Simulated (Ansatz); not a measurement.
# Titanium, dhcp under revPBE: from relaxation to bulk modulus, part 2 of 2

The plan for titanium in the dhcp structure: relax it, solve it on a dense k-mesh, then scale the cell to 7 volumes from 88 to 112 % of the relaxed one and try a fit of the equation of state. Spin polarisation is left out. The k-meshes are 12×12×4 for the relaxation; 16×16×5 for the dense run; 14×14×4 for the volumes.

Ansatz 0.2.0; DFT, revPBE, plane waves (420 eV) with PAW, scalar-relativistic. Earlier steps stand in the parts before.

**6. Volume × 0.96**

The input, input.yaml:

```yaml
crystal:
  lattice:
    - [2.9149182724, 0.0, 0.0]
    - [-1.4574591362, 2.5243932739, 0.0]
    - [0.0, 0.0, 9.3278081737]
  atoms:
    - { symbol: Ti, position: [0.0, 1.0, 0.0] }
    - { symbol: Ti, position: [0.0, 1.0, 0.5] }
    - { symbol: Ti, position: [0.3333333333, 0.6666666667, 0.25] }
    - { symbol: Ti, position: [0.6666666667, 0.3333333333, 0.75] }
hamiltonian:
  xc: revpbe
  pseudopotentials:
    kind: paw
    azcp:
      Ti: "pseudopotentials/Ti.paw.azcp"
basis:
  ecutwfc: 420
  fft_grid_basis: typed
kpoints:
  mp_grid: { grid: [14, 14, 4], shift: [0, 0, 0] }
magnetization:
  spin_polarized: false
scf:
  occupations: { method: fermi_dirac, width: 0.1 }
  lower_state_search: "off"
output:
  stress: true
```

Log, shortened:

```text
Warning: RAYON_NUM_THREADS=2 ignored (pool sized by the plan → 2); use --threads N
[...]
Pseudopotentials: kind: paw
Pseudopotential: Ti, paw, valence charge 12, recommended cutoff 420 eV (normal), <dir>
Functional definition: revPBE
[...]
Crystal: 4 atoms, lattice volume = 68.638 Å³
Basis set: ecut = 420 eV, 1339 PW (Γ)
Bands: 29, of which v1, the nominal top of the filled ones, is band 24 counted from 1 (23 counted from 0)
Symmetry: 24 space group operations
Space group: P63/mmc (ITA 194), of the structure as read, at distance tolerance 4.1e-5 Å
k-points: 72 of 784
[...]
SCF iter   1: F=—  HF=-10011.052131 eV  |F-HF|=—  |Δ(HF+E_count)|=         —  Δρ=5.64e-3  dr2=3.98e-2  ethr=1.77e-3  ⟨swp⟩=4.3  Hψ=7939  notcnv=0
[...]
SCF iter   6: F=-10011.049635 eV  HF=-10011.049635 eV  |F-HF|=8.81e-9  |Δ(HF+E_count)|=   5.59e-8  Δρ=8.34e-6  dr2=4.07e-8  ethr=2.08e-10  ⟨swp⟩=4.0  Hψ=6623  notcnv=0
[...]
SCF converged after 6 iterations
Free energy (F): -10011.049635 eV
[...]
E sigma→0 (E₀):  -10010.947345 eV
Entropy (-TS):   -0.204581 eV (-51.145 meV/atom)
Fermi energy:    13.570161 eV
[...]
--- Stress (GPa, compression-positive) ---
        4.609068       0.000000       0.000000
       -0.000000       4.609068       0.000000
        0.000000       0.000000       4.624084
  P = ⅓ Tr σ = 4.6141 GPa (46.141 kbar)
```

Wall time 2.9 s (2 threads of Arm Neoverse V2, shared host); peak memory 0.39 GiB.

**7. Volume × 1.0**

input.yaml: that of step 6 with these lines changed.

```diff
@@ -2,5 +2,5 @@
   lattice:
-    - [2.9149182724, 0.0, 0.0]
-    - [-1.4574591362, 2.5243932739, 0.0]
-    - [0.0, 0.0, 9.3278081737]
+    - [2.9548536223, 0.0, 0.0]
+    - [-1.4774268111, 2.5589783014, 0.0]
+    - [0.0, 0.0, 9.4556022481]
   atoms:
```

Log, shortened:

```text
Warning: RAYON_NUM_THREADS=2 ignored (pool sized by the plan → 2); use --threads N
[...]
[... 3 set-up lines as earlier in the session ...]
[...]
Crystal: 4 atoms, lattice volume = 71.498 Å³
Basis set: ecut = 420 eV, 1375 PW (Γ)
Bands: 29, of which v1, the nominal top of the filled ones, is band 24 counted from 1 (23 counted from 0)
[... 2 set-up lines as earlier in the session ...]
k-points: 72 of 784
[...]
SCF iter   1: F=—  HF=-10011.092345 eV  |F-HF|=—  |Δ(HF+E_count)|=         —  Δρ=5.65e-3  dr2=4.40e-2  ethr=1.77e-3  ⟨swp⟩=4.3  Hψ=7957  notcnv=0
[...]
SCF iter   6: F=-10011.089660 eV  HF=-10011.089661 eV  |F-HF|=2.86e-8  |Δ(HF+E_count)|=   4.47e-8  Δρ=9.12e-6  dr2=5.96e-8  ethr=2.08e-10  ⟨swp⟩=4.0  Hψ=6686  notcnv=0
[...]
SCF converged after 6 iterations
Free energy (F): -10011.089660 eV
[...]
E sigma→0 (E₀):  -10010.984270 eV
Entropy (-TS):   -0.210780 eV (-52.695 meV/atom)
Fermi energy:    12.932672 eV
[...]
--- Stress (GPa, compression-positive) ---
        0.002999       0.000000       0.000000
        0.000000       0.002999       0.000000
        0.000000       0.000000       0.026408
  P = ⅓ Tr σ = 0.0108 GPa (0.108 kbar)
```

It took 2.9 s on 2 threads of Arm Neoverse V2, shared host; peak memory 0.39 GiB.

**8. Volume × 1.04**

input.yaml: that of step 7 with these lines changed.

```diff
@@ -2,5 +2,5 @@
   lattice:
-    - [2.9548536223, 0.0, 0.0]
-    - [-1.4774268111, 2.5589783014, 0.0]
-    - [0.0, 0.0, 9.4556022481]
+    - [2.9937377343, 0.0, 0.0]
+    - [-1.4968688671, 2.5926529302, 0.0]
+    - [0.0, 0.0, 9.5800323365]
   atoms:
```

Log, shortened:

```text
Warning: RAYON_NUM_THREADS=2 ignored (pool sized by the plan → 2); use --threads N
[...]
[... 3 set-up lines as earlier in the session ...]
[...]
Crystal: 4 atoms, lattice volume = 74.358 Å³
Basis set: ecut = 420 eV, 1401 PW (Γ)
Bands: 29, of which v1, the nominal top of the filled ones, is band 24 counted from 1 (23 counted from 0)
[... 2 set-up lines as earlier in the session ...]
k-points: 72 of 784
[...]
SCF iter   1: F=—  HF=-10011.057125 eV  |F-HF|=—  |Δ(HF+E_count)|=         —  Δρ=5.49e-3  dr2=4.18e-2  ethr=1.77e-3  ⟨swp⟩=4.3  Hψ=7997  notcnv=0
[...]
SCF iter   6: F=-10011.054581 eV  HF=-10011.054581 eV  |F-HF|=2.67e-8  |Δ(HF+E_count)|=   7.25e-8  Δρ=9.34e-6  dr2=6.91e-8  ethr=2.08e-10  ⟨swp⟩=4.1  Hψ=6683  notcnv=0
[...]
SCF converged after 6 iterations
Free energy (F): -10011.054581 eV
[...]
E sigma→0 (E₀):  -10010.945707 eV
Entropy (-TS):   -0.217748 eV (-54.437 meV/atom)
Fermi energy:    12.342023 eV
[...]
--- Stress (GPa, compression-positive) ---
       -3.840620       0.000000       0.000000
        0.000000      -3.840620       0.000000
        0.000000       0.000000      -3.787324
  P = ⅓ Tr σ = -3.8229 GPa (-38.229 kbar)
```

Wall time 3.2 s (2 threads of Arm Neoverse V2, shared host); peak memory 0.4 GiB.

**9. Volume × 1.08**

input.yaml: that of step 8 with these lines changed.

```diff
@@ -2,5 +2,5 @@
   lattice:
-    - [2.9937377343, 0.0, 0.0]
-    - [-1.4968688671, 2.5926529302, 0.0]
-    - [0.0, 0.0, 9.5800323365]
+    - [3.031637172, 0.0, 0.0]
+    - [-1.515818586, 2.625474806, 0.0]
+    - [0.0, 0.0, 9.7013114434]
   atoms:
```

Log, shortened:

```text
Warning: RAYON_NUM_THREADS=2 ignored (pool sized by the plan → 2); use --threads N
[...]
[... 3 set-up lines as earlier in the session ...]
[...]
Crystal: 4 atoms, lattice volume = 77.217 Å³
Basis set: ecut = 420 eV, 1461 PW (Γ)
Bands: 29, of which v1, the nominal top of the filled ones, is band 24 counted from 1 (23 counted from 0)
[... 1 set-up line as earlier in the session ...]
Space group: P63/mmc (ITA 194), of the structure as read, at distance tolerance 4.3e-5 Å
k-points: 72 of 784
[...]
SCF iter   1: F=—  HF=-10010.959308 eV  |F-HF|=—  |Δ(HF+E_count)|=         —  Δρ=5.19e-3  dr2=3.40e-2  ethr=1.77e-3  ⟨swp⟩=4.3  Hψ=7966  notcnv=0
[...]
SCF iter   6: F=-10010.957023 eV  HF=-10010.957023 eV  |F-HF|=2.83e-8  |Δ(HF+E_count)|=   9.83e-8  Δρ=9.57e-6  dr2=7.74e-8  ethr=2.08e-10  ⟨swp⟩=4.2  Hψ=6843  notcnv=0
[...]
SCF converged after 6 iterations
Free energy (F): -10010.957023 eV
[...]
E sigma→0 (E₀):  -10010.844311 eV
Entropy (-TS):   -0.225424 eV (-56.356 meV/atom)
Fermi energy:    11.793131 eV
[...]
--- Stress (GPa, compression-positive) ---
       -7.038200      -0.000000       0.000000
       -0.000000      -7.038200       0.000000
        0.000000       0.000000      -6.949049
  P = ⅓ Tr σ = -7.0085 GPa (-70.085 kbar)
```

It took 3.4 s on 2 threads of Arm Neoverse V2, shared host; peak memory 0.41 GiB.

**10. Volume × 1.12**

input.yaml: that of step 9 with these lines changed.

```diff
@@ -2,5 +2,5 @@
   lattice:
-    - [3.031637172, 0.0, 0.0]
-    - [-1.515818586, 2.625474806, 0.0]
-    - [0.0, 0.0, 9.7013114434]
+    - [3.0686120011, 0.0, 0.0]
+    - [-1.5343060005, 2.6574959473, 0.0]
+    - [0.0, 0.0, 9.8196317805]
   atoms:
@@ -28 +28,5 @@
   stress: true
+  write_density: true
+  write_potential: true
+  elf: true
+  volumetric_format: npy
```

Log, shortened:

```text
Warning: RAYON_NUM_THREADS=2 ignored (pool sized by the plan → 2); use --threads N
[...]
[... 3 set-up lines as earlier in the session ...]
[...]
Crystal: 4 atoms, lattice volume = 80.077 Å³
Basis set: ecut = 420 eV, 1581 PW (Γ)
Bands: 29, of which v1, the nominal top of the filled ones, is band 24 counted from 1 (23 counted from 0)
[... 2 set-up lines as earlier in the session ...]
k-points: 72 of 784
[...]
SCF iter   1: F=—  HF=-10010.809814 eV  |F-HF|=—  |Δ(HF+E_count)|=         —  Δρ=5.00e-3  dr2=2.73e-2  ethr=1.77e-3  ⟨swp⟩=4.4  Hψ=7975  notcnv=0
[...]
SCF iter   6: F=-10010.807616 eV  HF=-10010.807616 eV  |F-HF|=5.00e-8  |Δ(HF+E_count)|=   8.19e-8  Δρ=9.74e-6  dr2=9.42e-8  ethr=2.08e-10  ⟨swp⟩=8.2  Hψ=13242  notcnv=0
[...]
SCF converged after 6 iterations
Free energy (F): -10010.807616 eV
[...]
E sigma→0 (E₀):  -10010.690760 eV
Entropy (-TS):   -0.233712 eV (-58.428 meV/atom)
Fermi energy:    11.281621 eV
[...]
--- Stress (GPa, compression-positive) ---
       -9.688976       0.000000       0.000000
        0.000000      -9.688976       0.000000
        0.000000       0.000000      -9.567165
  P = ⅓ Tr σ = -9.6484 GPa (-96.484 kbar)
--- Band table (eV; the first three rows and the last of 72) ---
[...]
```

Wall time 4.9 s (2 threads of Arm Neoverse V2, shared host); peak memory 0.42 GiB.

**11. The equation of state**

The cell was scaled evenly, with its shape and the fractional positions fixed.

```tsv
V (Å³/atom)	E − E₀ (meV/atom)	P from the stress (GPa)	P from the fit (GPa)
15.729	100.0	16.74	16.65
16.444	41.1	10.13	9.98
17.159	9.2	4.61	4.44
17.874	0.0	0.01	-0.17
18.589	9.6	-3.82	-4.02
19.304	35.0	-7.01	-7.23
20.019	73.4	-9.65	-9.92
```

A third-order Birch-Murnaghan fit gives V₀ = 17.845 Å³/atom, B₀ = 106 GPa and B₀′ = 3.5; it misses no point by more than 0.03 meV/atom.

Fit and stress differ a little: one follows E(σ → 0), the other the smeared free energy.

**12. Summary of results**

The summary covers parts 1 to 2.

```
                      quantity                                   value
space group (spins left aside)                      P6_3/mmc (No. 194)
             conventional cell  a = 2.955 Å, c = 9.456 Å (c/a = 3.200)
                        volume                          17.874 Å³/atom
             shortest distance                                 2.915 Å
               gap on the mesh            none (levels filled in part)
               relative to hcp                            +43 meV/atom
                   V₀, B₀, B₀′            17.845 Å³/atom, 106 GPa, 3.5
```

From the guessed start the volume grew by 1.2 % in 5 steps. Against the reference form of titanium (hcp, computed apart with the same settings) it stands 43 meV/atom higher. No gap shows: it is a metal or semimetal at this level. The fitted modulus is 106 GPa; letting shape and positions relax at each volume could only lower it. The symmetry was held, so the structure may be unstable against distortions that break it.
